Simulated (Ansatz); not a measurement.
MoS₂ (started from an entry of an open crystallographic database) (r2SCAN+rVV10 geometry), in Ansatz:

```
Mo S
1.0
     1.58759    0.91660    6.19393
    -1.58759    0.91660    6.19393
     0.00000   -1.83319    6.19393
Mo S
1 2
Direct
  0.00010 0.00010 0.00010
  0.24979 0.24979 0.24979
  0.41711 0.41711 0.41711
```

G0W0@PBE with 296 empty bands, a screening cutoff of 180 eV and a 6×6×6 mesh (PAW, contour deformation) gives 1.320 eV over the mesh points, from a PBE gap of 0.954 eV; it sums over 309 bands with 295 plane waves in the screening and a wave cutoff of 420 eV. No extrapolation in bands, cutoff or mesh was made for G0W0. Calculated for a static, non-magnetic cell.

Task: Estimate the gap with starting point HSE06.

Result: 1.540 eV (+0.220 eV), from a Kohn-Sham gap of 1.427 eV.

Task: Another run gave a Kohn-Sham gap of 1.031 eV and a G0W0 gap of 1.392 eV, summing over 309 bands with 295 plane waves in the screening and a wave cutoff of 500 eV. What was changed?

Result: Starting point r2SCAN, with them a wave cutoff of 500 eV. The Kohn-Sham gap has moved while bands and screening basis stay; the higher wave cutoff is that of a meta-GGA.

Spin-orbit coupling is left out.
